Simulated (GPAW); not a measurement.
# InAs (F-43m) in GPAW: notebook

The runs below take InAs through equation of state, band structure, with PBE, revTPSS+D4, RPBE+D3(BJ).

Everything below comes from runs of GPAW 26.7.0. Logs are shortened: lines on timing, memory, paths and dates and some standing lists are left out, and cuts for length are marked. The log counts tension as positive stress, the text compression.

**Experimental background.**

From a printed reference work, data compilation, for a bulk crystal of InAs at 4.2 K: band gap 0.418 eV (direct).

The results are compared with them further down.

## Step 1: The crystal as given

The structure is cubic, space group F-43m (No. 216). Conventional cell: a = 6.036 Å, b = 6.036 Å, c = 6.036 Å, α = 90.00°, β = 90.00°, γ = 90.00°. In (site symmetry -43m) has 4 As at 2.61 Å as nearest neighbours. Around As (site symmetry -43m) lie 4 In at 2.61 Å.

## Step 2: Equation of state, PBE

run.py reads:

```python
from ase.eos import EquationOfState
from ase.io import Trajectory, read
from ase.units import GPa
from gpaw import GPAW

atoms = read('POSCAR')

traj = Trajectory('eos.traj', 'w')
volumes, energies = [], []
for x in [0.94, 0.96, 0.98, 1.0, 1.02, 1.04, 1.06]:
    a = atoms.copy()
    a.set_cell(atoms.cell * x**(1 / 3), scale_atoms=True)
    calc = GPAW(mode='lcao',
                h=0.18,
                basis='dz(dzp)',
                xc='PBE',
                kpts={'size': (6, 6, 6), 'gamma': True},
                occupations={'name': 'fermi-dirac', 'width': 0.05},
                convergence={'density': 1e-05, 'energy': 1e-05},
                maxiter=150,
                txt=f'eos-{x:.2f}.txt')
    a.calc = calc
    energies.append(a.get_potential_energy(force_consistent=True))
    volumes.append(a.get_volume())
    calc.write(f'eos-{x:.2f}.gpw')
    traj.write(a)
    print(f'{x:.2f} {volumes[-1]:10.4f} A^3 {energies[-1]:14.6f} eV', flush=True)

v0, e0, B = EquationOfState(volumes, energies, eos='birchmurnaghan').fit()
print(f'V0 = {v0:.4f} A^3, E0 = {e0:.6f} eV, B0 = {B / GPa:.2f} GPa')
```

POSCAR reads:

```
InAs
1.0
    0.0000000000      3.0180000000      3.0180000000
    3.0180000000      0.0000000000      3.0180000000
    3.0180000000      3.0180000000      0.0000000000
In As
1 1
Direct
    0.0000000000      0.0000000000      0.0000000000
    0.7500000000      0.7500000000      0.7500000000
```

Potentials or basis: GPAW PAW data sets (gpaw-data 1.2.1), lcao:dz(dzp).

Started as:

```
OMP_NUM_THREADS=1 python run.py
```

What it wrote:

```text
__  _  _
 | _ |_)|_||  |
 |__||  | ||/\| - 26.7.0

Input parameters:
  mode=LCAO(),
  basis={'default': 'dz(dzp)'},
  convergence={'density': 1e-05, 'energy': 1e-05},
  h=0.18,
  kpts=MonkhorstPack(size=(6, 6, 6), gamma=True),
  maxiter=150,
  occupations=Occupations(name='fermi-dirac', width=0.05),
  xc=XC(name='PBE')

                     As

       In

Atoms  # Å, Bohr magnetons
|   | symbol |        x |        y |        z |    initial magnetic moments |
|---|--------|----------|----------|----------|-----------------------------|
| 0 |     In | 0.000000 | 0.000000 | 0.000000 | ( 0.0000,  0.0000,  0.0000) |
| 1 |     As | 4.434586 | 4.434586 | 4.434586 | ( 0.0000,  0.0000,  0.0000) |

Unit cell  # Å
| periodic |        x |        y |        z |  lengths |    angles |
|----------|----------|----------|----------|----------|-----------|
|      yes | 0.000000 | 2.956391 | 2.956391 | 4.180968 | 60.000000 |
|      yes | 2.956391 | 0.000000 | 2.956391 | 4.180968 | 60.000000 |
|      yes | 2.956391 | 2.956391 | 0.000000 | 4.180968 | 60.000000 |

Number of symmetries: 24
Symmetry operations  # r_c * U_cc + t_c -> r_c
|    | kind |            matrix            |
|----|------|------------------------------|
|  0 |  E   |  1, 0, 0,  0, 1, 0,  0, 0, 1 |
|  1 |  σ   |  1, 0, 0,  0, 0, 1,  0, 1, 0 |
|  2 |  σ   |  1, 0,-1,  0, 1,-1,  0, 0,-1 |
|  3 |  C3  |  1, 0,-1,  0, 0,-1,  0, 1,-1 |
|  4 |  C3  |  1,-1, 0,  0,-1, 1,  0,-1, 0 |
|  5 |  σ   |  1,-1, 0,  0,-1, 0,  0,-1, 1 |
|  6 |  σ   |  0, 1, 0,  1, 0, 0,  0, 0, 1 |
|  7 |  C3  |  0, 1, 0,  0, 0, 1,  1, 0, 0 |
|  8 |  C2  |  0, 1,-1,  1, 0,-1,  0, 0,-1 |
|  9 |  S4  |  0, 1,-1,  0, 0,-1,  1, 0,-1 |
| 10 |  C3  |  0, 0, 1,  1, 0, 0,  0, 1, 0 |
| 11 |  σ   |  0, 0, 1,  0, 1, 0,  1, 0, 0 |
| 12 |  S4  |  0, 0,-1,  1, 0,-1,  0, 1,-1 |
| 13 |  C3  |  0, 0,-1,  0, 1,-1,  1, 0,-1 |
| 14 |  S4  |  0,-1, 1,  1,-1, 0,  0,-1, 0 |
| 15 |  C2  |  0,-1, 1,  0,-1, 0,  1,-1, 0 |
| 16 |  C3  |  0,-1, 0,  1,-1, 0,  0,-1, 1 |
| 17 |  S4  |  0,-1, 0,  0,-1, 1,  1,-1, 0 |
| 18 |  S4  | -1, 1, 0, -1, 0, 1, -1, 0, 0 |
| 19 |  C3  | -1, 1, 0, -1, 0, 0, -1, 0, 1 |
| 20 |  C3  | -1, 0, 1, -1, 1, 0, -1, 0, 0 |
| 21 |  S4  | -1, 0, 1, -1, 0, 0, -1, 1, 0 |
| 22 |  σ   | -1, 0, 0, -1, 1, 0, -1, 0, 1 |
| 23 |  C2  | -1, 0, 0, -1, 0, 1, -1, 1, 0 |

BZ-sampling:
  Number of BZ points: 216
  Number of IBZ points: 16

  Monkhorst-Pack size: [6, 6, 6]
  Monkhorst-Pack shift: [0.08333333333333333, 0.08333333333333333, 0.08333333333333333]

K-points  # in reciprocal-cell coordinates
|     |                                coordinates |     weight |
|-----|--------------------------------------------|------------|
|   0 | (  0.00000000,   0.00000000,   0.00000000) | 0.00462963 |
|   1 | (  0.16666667,   0.16666667,   0.00000000) | 0.02777778 |
|   2 | (  0.16666667,   0.16666667,   0.16666667) | 0.03703704 |
|   3 | (  0.33333333,   0.16666667,   0.16666667) | 0.05555556 |
|   4 | (  0.33333333,   0.33333333,  -0.33333333) | 0.05555556 |
|   5 | (  0.33333333,   0.33333333,   0.00000000) | 0.02777778 |
|   6 | (  0.33333333,   0.33333333,   0.16666667) | 0.11111111 |
|   7 | (  0.33333333,   0.33333333,   0.33333333) | 0.03703704 |
|   8 | (  0.50000000,   0.33333333,  -0.33333333) | 0.11111111 |
|   9 | (  0.50000000,   0.33333333,  -0.16666667) | 0.05555556 |
| ... |                                            |            |
|  15 | (  0.50000000,   0.50000000,   0.50000000) | 0.01851852 |

basis functions: 26
Spin-components: 1 (collinear spins)
Bands:           13
Projectors:      11
Spin-degeneracy: 2
Datatype:        <class 'complex'>

Parallelization:
  kpt:    1
  domain: 1
  band:   1

Density:
  Valence electrons: 18.0
  Components: 1
  Grid points: [20 20 20]
  Charge: 0.0  # |e|

Potential:
  Grid points: [20 20 20]

species:
  In:
    name:    Indium
    Z:       49.0
    valence: 13
    core:    36
    charge:  0.0  # [|e|]
    compensation charges:
      type: gauss
      rc: 0.36  # [Å]
      lmax: 2
    cutoffs:
      filter: 2.09  # [Å]
      core: 2.48  # [Å]
    projectors
    | kind |    occ | energy [eV] | rcut [Å] |
    |------|--------|-------------|----------|
    |   5s |  2.000 |      -8.203 |    1.185 |
    |   5p |  1.000 |      -2.521 |    1.244 |
    |   4d | 10.000 |     -18.629 |    1.148 |
    |    s |        |      19.008 |    1.185 |
    |    p |        |      24.691 |    1.244 |
    |    d |        |       8.583 |    1.148 |

    LCAO basis set for In:
      Name: dz(dzp)
      File: <dir>
      Number of radial functions: 6
[... 95 lines left out ...]
|  3 |  C3  |  1, 0,-1,  0, 0,-1,  0, 1,-1 |
|  4 |  C3  |  1,-1, 0,  0,-1, 1,  0,-1, 0 |
|  5 |  σ   |  1,-1, 0,  0,-1, 0,  0,-1, 1 |
|  6 |  σ   |  0, 1, 0,  1, 0, 0,  0, 0, 1 |
|  7 |  C3  |  0, 1, 0,  0, 0, 1,  1, 0, 0 |
|  8 |  C2  |  0, 1,-1,  1, 0,-1,  0, 0,-1 |
|  9 |  S4  |  0, 1,-1,  0, 0,-1,  1, 0,-1 |
| 10 |  C3  |  0, 0, 1,  1, 0, 0,  0, 1, 0 |
| 11 |  σ   |  0, 0, 1,  0, 1, 0,  1, 0, 0 |
| 12 |  S4  |  0, 0,-1,  1, 0,-1,  0, 1,-1 |
| 13 |  C3  |  0, 0,-1,  0, 1,-1,  1, 0,-1 |
| 14 |  S4  |  0,-1, 1,  1,-1, 0,  0,-1, 0 |
| 15 |  C2  |  0,-1, 1,  0,-1, 0,  1,-1, 0 |
| 16 |  C3  |  0,-1, 0,  1,-1, 0,  0,-1, 1 |
| 17 |  S4  |  0,-1, 0,  0,-1, 1,  1,-1, 0 |
| 18 |  S4  | -1, 1, 0, -1, 0, 1, -1, 0, 0 |
| 19 |  C3  | -1, 1, 0, -1, 0, 0, -1, 0, 1 |
| 20 |  C3  | -1, 0, 1, -1, 1, 0, -1, 0, 0 |
| 21 |  S4  | -1, 0, 1, -1, 0, 0, -1, 1, 0 |
| 22 |  σ   | -1, 0, 0, -1, 1, 0, -1, 0, 1 |
| 23 |  C2  | -1, 0, 0, -1, 0, 1, -1, 1, 0 |

BZ-sampling:
  Number of BZ points: 216
  Number of IBZ points: 16

  Monkhorst-Pack size: [6, 6, 6]
  Monkhorst-Pack shift: [0.08333333333333333, 0.08333333333333333, 0.08333333333333333]

K-points  # in reciprocal-cell coordinates
|     |                                coordinates |     weight |
|-----|--------------------------------------------|------------|
|   0 | (  0.00000000,   0.00000000,   0.00000000) | 0.00462963 |
|   1 | (  0.16666667,   0.16666667,   0.00000000) | 0.02777778 |
|   2 | (  0.16666667,   0.16666667,   0.16666667) | 0.03703704 |
|   3 | (  0.33333333,   0.16666667,   0.16666667) | 0.05555556 |
|   4 | (  0.33333333,   0.33333333,  -0.33333333) | 0.05555556 |
|   5 | (  0.33333333,   0.33333333,   0.00000000) | 0.02777778 |
|   6 | (  0.33333333,   0.33333333,   0.16666667) | 0.11111111 |
|   7 | (  0.33333333,   0.33333333,   0.33333333) | 0.03703704 |
|   8 | (  0.50000000,   0.33333333,  -0.33333333) | 0.11111111 |
|   9 | (  0.50000000,   0.33333333,  -0.16666667) | 0.05555556 |
| ... |                                            |            |
|  15 | (  0.50000000,   0.50000000,   0.50000000) | 0.01851852 |

basis functions: 26
Spin-components: 1 (collinear spins)
Bands:           13
Projectors:      11
Spin-degeneracy: 2
Datatype:        <class 'complex'>

Parallelization:
  kpt:    1
  domain: 1
  band:   1

Density:
  Valence electrons: 18.0
  Components: 1
  Grid points: [20 20 20]
  Charge: 0.0  # |e|

Potential:
  Grid points: [20 20 20]

species:
  In:
    name:    Indium
    Z:       49.0
    valence: 13
    core:    36
    charge:  0.0  # [|e|]
    compensation charges:
      type: gauss
      rc: 0.36  # [Å]
      lmax: 2
    cutoffs:
      filter: 2.09  # [Å]
      core: 2.48  # [Å]
    projectors
    | kind |    occ | energy [eV] | rcut [Å] |
    |------|--------|-------------|----------|
    |   5s |  2.000 |      -8.203 |    1.185 |
    |   5p |  1.000 |      -2.521 |    1.244 |
    |   4d | 10.000 |     -18.629 |    1.148 |
    |    s |        |      19.008 |    1.185 |
    |    p |        |      24.691 |    1.244 |
    |    d |        |       8.583 |    1.148 |

    LCAO basis set for In:
      Name: dz(dzp)
      File: <dir>
      Number of radial functions: 6
      Number of spherical harmonics: 18
        l=0, rc=7.7188 Bohr: 5s-sz confined orbital
        l=1, rc=10.7500 Bohr: 5p-sz confined orbital
        l=2, rc=4.4219 Bohr: 4d-sz confined orbital
        l=0, rc=4.5312 Bohr: 5s-dz split-valence wave
        l=1, rc=6.4688 Bohr: 5p-dz split-valence wave
        l=2, rc=2.7344 Bohr: 4d-dz split-valence wave
      Number of RI-basis functions 0

  As:
    name:    Arsenic
    Z:       33.0
    valence: 5
    core:    28
    charge:  0.0  # [|e|]
    compensation charges:
      type: gauss
      rc: 0.33  # [Å]
      lmax: 2
    cutoffs:
      filter: 1.87  # [Å]
      core: 2.96  # [Å]
    projectors
    | kind |    occ | energy [eV] | rcut [Å] |
    |------|--------|-------------|----------|
    |   4s |  2.000 |     -14.487 |    1.058 |
    |   4p |  3.000 |      -5.196 |    1.058 |
    |    s |        |      12.725 |    1.058 |
    |    p |        |      22.016 |    1.058 |
    |    d |        |       0.000 |    1.058 |

    LCAO basis set for As:
      Name: dz(dzp)
      File: <dir>
      Number of radial functions: 4
      Number of spherical harmonics: 8
        l=0, rc=6.1250 Bohr: 4s-sz confined orbital
        l=1, rc=7.9531 Bohr: 4p-sz confined orbital
        l=0, rc=3.4219 Bohr: 4s-dz split-valence wave
        l=1, rc=4.6094 Bohr: 4p-dz split-valence wave
      Number of RI-basis functions 0

Reference energy: -221478.393260  # eV

eigensolver:
  <gpaw.new.lcao.eigensolver.LCAOEigensolver object>
density mixing:
  MSR1-Mixer
  Pratt-step length: 0.05
  Maximum mixing coefficient: 0.75
  Old densities: 10
  SVD Regularization: 0.005
  Good broyden scale: 1.0
  Trust region scale: 1.0
  Backstep threshold: 4.0
  History deletion threshold: 6.0
  Fourier metric: weight=20.0, sigma=0.015

occupation numbers:
  Fermi-Dirac:
    width: 0.0500  # eV

FastPoissonSolver using
    Stencil: 12*3+1=37 point O(h^6) finite-difference Laplacian
    FFT axes: [np.int64(0), np.int64(1), np.int64(2)]
    FST axes: []

xc functional:
  name: PBE with 2 nearest neighbor stencil
interpolation: tri-quintic # 5. degree polynomial

convergence criteria:
- Maximum integral of absolute [dens]ity change: 1e-05 electrons / valence electron
- Maximum [total energy] change in last 3 cyles: 1e-05 eV / valence electron
- Maximum integral of absolute [eigenst]ate change: 4e-08 eV^2 / valence electron
maximum number of iterations: 150

SCF iterations
|iter     | |      energy | eigst |  dens |
|---------|-|-------------|-------|-------|
|iter:   1| |   -6.999670 |      c|       |
|iter:   2| |   -6.974547 |      c| -1.32 |
|iter:   3| |   -6.883060 |      c| -1.35 |
|iter:   4| |   -6.883714 |      c| -1.96 |
|iter:   5| |   -6.883702 |      c| -2.45 |
|iter:   6| |   -6.883702c|      c| -3.84 |
|iter:   7| |   -6.883702c|      c| -4.34 |
|iter:   8| |   -6.883702c|      c| -5.36c|

Converged in 8 steps
Energy contributions relative to reference atoms: (reference = -221478.393260)

Energy contributions:
  Kinetic:          35.614612
  Coulomb:         -31.032753
  Zero:              0.093772
  External:          0.000000
  Xc:              -11.559028
  Entropy:          -0.000610
  Spinorbit:         0.000000
  ----------------------------
  Free energy:      -6.884007
  Extrapolated:     -6.883702

dipole moment: (-16.516829, -16.516829, -16.516829)  # |e|*Ang

Fermi level: 5.731
Eigenvalues  # (at kpt = [0.000, 0.000, 0.000])
| band index |      eig [eV] | occ [0-2] |
|------------|---------------|-----------|
|          0 |        -8.804 |     2.000 |
|          1 |        -8.804 |     2.000 |
|          2 |        -8.802 |     2.000 |
|          3 |        -8.580 |     2.000 |
|          4 |        -8.580 |     2.000 |
|          5 |        -6.740 |     2.000 |
|          6 |         5.604 |     1.855 |
|          7 |         5.604 |     1.855 |
|          8 |         5.604 |     1.855 |
|          9 |         5.795 |     0.437 |
|         10 |         9.949 |     0.000 |
|         11 |         9.950 |     0.000 |
|         12 |         9.950 |     0.000 |

Gap: 0.191 eV
Transition (v -> c):
  (s=0, k=0, n=8, [0.00, 0.00, 0.00]) -> (s=0, k=0, n=9, [0.00, 0.00, 0.00])
No difference between direct/indirect transitions
# Writing to eos-0.94.gpw (mode='')
```

Run time: 80 s. Hardware: 1 thread of AMD EPYC 7B13 (Zen 3), shared host; peak memory 0.22 GiB.

The run converged, but some of its settings lie outside the range that counts as converged, so its numbers aren't taken as properties of the crystal.

What came out:

- Equilibrium volume: 29.40 Å³/atom (rough: see the caveat)
- Bulk modulus: 54 GPa (rough)

Caveat: the minimum lies outside the volumes run; the basis of atomic orbitals isn't converged, which shifts pressures, moduli and gaps.

## Step 3: Equation of state, revTPSS+D4

run.py reads:

```python
from ase.calculators.mixing import SumCalculator
from ase.eos import EquationOfState
from ase.io import Trajectory
from ase.spacegroup import crystal
from ase.units import GPa
from dftd4.ase import DFTD4
from gpaw import GPAW, PW

# In 4a
# As 4c
atoms = crystal(['In', 'As'],
                basis=[[0.0, 0.0, 0.0],
                       [0.25, 0.25, 0.25]],
                spacegroup=216, setting=1,  # F-43m
                cellpar=[6.036, 6.036, 6.036, 90.0, 90.0, 90.0],
                primitive_cell=True)

traj = Trajectory('eos.traj', 'w')
volumes, energies = [], []
for x in [0.94, 0.96, 0.98, 1.0, 1.02, 1.04, 1.06]:
    a = atoms.copy()
    a.set_cell(atoms.cell * x**(1 / 3), scale_atoms=True)
    calc = GPAW(mode=PW(600),
                xc='MGGA_X_REVTPSS+MGGA_C_REVTPSS',
                kpts={'size': (6, 6, 6), 'gamma': True},
                occupations={'name': 'fermi-dirac', 'width': 0.05},
                nbands=18,
                convergence={'density': 1e-05, 'energy': 1e-05},
                eigensolver='davidson',
                maxiter=150,
                txt=f'eos-{x:.2f}.txt')
    a.calc = SumCalculator([calc, DFTD4(method='revtpss')])
    energies.append(a.get_potential_energy())
    volumes.append(a.get_volume())
    p = -a.get_stress()[:3].mean() / GPa
    calc.write(f'eos-{x:.2f}.gpw')
    traj.write(a)
    print(f'{x:.2f} {volumes[-1]:10.4f} A^3 {energies[-1]:14.6f} eV {p:9.3f} GPa', flush=True)

v0, e0, B = EquationOfState(volumes, energies, eos='birchmurnaghan').fit()
print(f'V0 = {v0:.4f} A^3, E0 = {e0:.6f} eV, B0 = {B / GPa:.2f} GPa')
```

Potentials or basis: GPAW PAW data sets (gpaw-data 1.2.1), pw.

Started as:

```
OMP_NUM_THREADS=1 python run.py
```

What it wrote:

```text
__  _  _
 | _ |_)|_||  |
 |__||  | ||/\| - 26.7.0

Input parameters:
  mode=PW(ecut=600.0),
  convergence={'density': 1e-05, 'energy': 1e-05},
  eigensolver=Davidson(niter=2),
  kpts=MonkhorstPack(size=(6, 6, 6), gamma=True),
  maxiter=150,
  nbands=18,
  occupations=Occupations(name='fermi-dirac', width=0.05),
  xc=XC(name='MGGA_X_REVTPSS+MGGA_C_REVTPSS')

Diagonalizing LCAO Hamiltonian
Converting LCAO to pw mode

           As

       In

Atoms  # Å, Bohr magnetons
|   | symbol |        x |        y |        z |    initial magnetic moments |
|---|--------|----------|----------|----------|-----------------------------|
| 0 |     In | 0.000000 | 0.000000 | 0.000000 | ( 0.0000,  0.0000,  0.0000) |
| 1 |     As | 1.478195 | 1.478195 | 1.478195 | ( 0.0000,  0.0000,  0.0000) |

Unit cell  # Å
| periodic |        x |        y |        z |  lengths |    angles |
|----------|----------|----------|----------|----------|-----------|
|      yes | 0.000000 | 2.956391 | 2.956391 | 4.180968 | 60.000000 |
|      yes | 2.956391 | 0.000000 | 2.956391 | 4.180968 | 60.000000 |
|      yes | 2.956391 | 2.956391 | 0.000000 | 4.180968 | 60.000000 |

Number of symmetries: 24
Symmetry operations  # r_c * U_cc + t_c -> r_c
|    | kind |            matrix            |
|----|------|------------------------------|
|  0 |  E   |  1, 0, 0,  0, 1, 0,  0, 0, 1 |
|  1 |  σ   |  1, 0, 0,  0, 0, 1,  0, 1, 0 |
|  2 |  σ   |  1, 0,-1,  0, 1,-1,  0, 0,-1 |
|  3 |  C3  |  1, 0,-1,  0, 0,-1,  0, 1,-1 |
|  4 |  C3  |  1,-1, 0,  0,-1, 1,  0,-1, 0 |
|  5 |  σ   |  1,-1, 0,  0,-1, 0,  0,-1, 1 |
[... 148 lines left out ...]
maximum number of iterations: 150

SCF iterations
|iter     | |      energy | eigst |  dens |
|---------|-|-------------|-------|-------|
|iter:   1| |   93.215762 | +2.21 |       |
|iter:   2| |   20.709757 | -0.03 | -0.94 |
|iter:   3| |   20.353022 | -1.75 | -1.16 |
|iter:   4| |   20.557144 | -2.16 | -1.19 |
|iter:   5| |   20.531451 | -2.24 | -1.45 |
|iter:   6| |   20.534822 | -3.73 | -1.66 |
|iter:   7| |   20.538540 | -3.29 | -1.78 |
|iter:   8| |   20.539600 | -4.07 | -2.27 |
|iter:   9| |   20.539983 | -5.02 | -2.34 |
|iter:  10| |   20.540223 | -5.58 | -2.42 |
|iter:  11| |   20.540374 | -5.98 | -2.48 |
|iter:  12| |   20.541020 | -4.62 | -2.52 |
|iter:  13| |   20.540976 | -5.44 | -2.92 |
|iter:  14| |   20.540971c| -6.37 | -3.59 |
|iter:  15| |   20.540971c| -7.32 | -4.15 |
|iter:  16| |   20.540971c| -8.11c| -4.86 |
|iter:  17| |   20.540971c| -8.77c| -5.28c|

Converged in 17 steps
Energy contributions relative to reference atoms: (reference = -221478.393260)

Energy contributions:
  Kinetic:          28.463130
  Coulomb:         -25.532349
  Zero:              0.338971
  External:          0.000000
  Xc:               17.271373
  Entropy:          -0.000308
  Spinorbit:         0.000000
  ----------------------------
  Free energy:      20.540817
  Extrapolated:     20.540971

dipole moment: (-23.166200, -23.166200, -23.166200)  # |e|*Ang

Fermi level: 5.671
Eigenvalues  # (at kpt = [0.000, 0.000, 0.000])
| band index |      eig [eV] | occ [0-2] |
|------------|---------------|-----------|
|          0 |        -9.006 |     2.000 |
|          1 |        -9.006 |     2.000 |
|          2 |        -9.006 |     2.000 |
|          3 |        -8.854 |     2.000 |
|          4 |        -8.854 |     2.000 |
|          5 |        -6.961 |     2.000 |
[... 10 lines left out ...]
|         16 |        16.127 |     0.000 |
|         17 |        16.127 |     0.000 |

Gap: 0.299 eV
Transition (v -> c):
  (s=0, k=0, n=8, [0.00, 0.00, 0.00]) -> (s=0, k=0, n=9, [0.00, 0.00, 0.00])
No difference between direct/indirect transitions

Stress tensor  # eV/Ang^3
|         x |         y |         z |
|-----------|-----------|-----------|
| -0.041134 |  0.000000 |  0.000000 |
|  0.000000 | -0.041134 |  0.000000 |
|  0.000000 |  0.000000 | -0.041134 |

# Writing to eos-0.94.gpw (mode='')
```

Wall time 3.8 min (1 thread of AMD EPYC 7B13 (Zen 3), shared host); peak memory 0.87 GiB.

Results:

```
Equilibrium volume : 27.40 Å³/atom (rough: see the caveat)
Bulk modulus       : 61 GPa (rough)
```

Energy against volume, from the lowest point:
| volume (Å³/atom) | energy (meV/atom) |
| --- | --- |
| 25.840 | 18.83 |
| 26.389 | 7.53 |
| 26.939 | 1.41 |
| 27.489 | 0.00 |
| 28.039 | 2.54 |
| 28.588 | 8.78 |
| 29.138 | 18.33 |

Caveat: the points scatter about the fit; the PAW data sets were made with another functional, which shifts forces and pressure a little.

(Continued in part 2 of 2.)
